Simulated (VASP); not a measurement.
**InAs: atomic charges with LDA**

Crystal: InAs.

```
In As
1.0
     0.00000    2.87730    2.87730
     2.87730    0.00000    2.87730
     2.87730    2.87730    0.00000
In As
1 1
Direct
  0.50000 0.50000 0.50000
  0.00000 0.00000 0.00000
```

Measurements of this composition are mostly on another form, of space group No. 216.

```
Program                : VASP 6.6.1
Task                   : atomic charges
Functional             : LDA
Potentials or basis    : VASP PAW LDA potentials, release 64 (In_d, As)
Cutoff                 : 520 eV
k mesh                 : 8 × 8 × 8
Occupations            : gaussian, width 0.02 eV
Spin                   : no spin polarisation
Further INCAR settings : ALGO = Fast; EDIFF = 1e-06
```

```json
{"Pressure": "-4.9 GPa", "Band gap on the k mesh": "none (metal or under the smearing width)", "Valence electrons inside the program's atomic spheres": "In 11.35; As 2.73"}
```

Levels at points of the mesh, in eV from the Fermi level:
```csv
k point,band 5,band 6,band 7,band 8,band 9,band 10,band 11,band 12,band 13
"(0.00, 0.00, 0.00)",-14.23,-12.16,-0.86,-0.24,-0.24,-0.24,7.20,7.20,7.21
"(0.50, 0.00, 0.00)",-14.17,-10.50,-6.58,0.16,0.16,2.02,3.19,3.19,4.27
"(0.50, 0.50, 0.00)",-14.15,-9.62,-4.73,-3.08,-2.26,-2.26,3.87,9.02,9.02
```

It took 22 s on 1 thread of Intel(R) Xeon(R) Platinum 8488C (Sapphire Rapids) (shared host), peak memory 0.15 GiB.
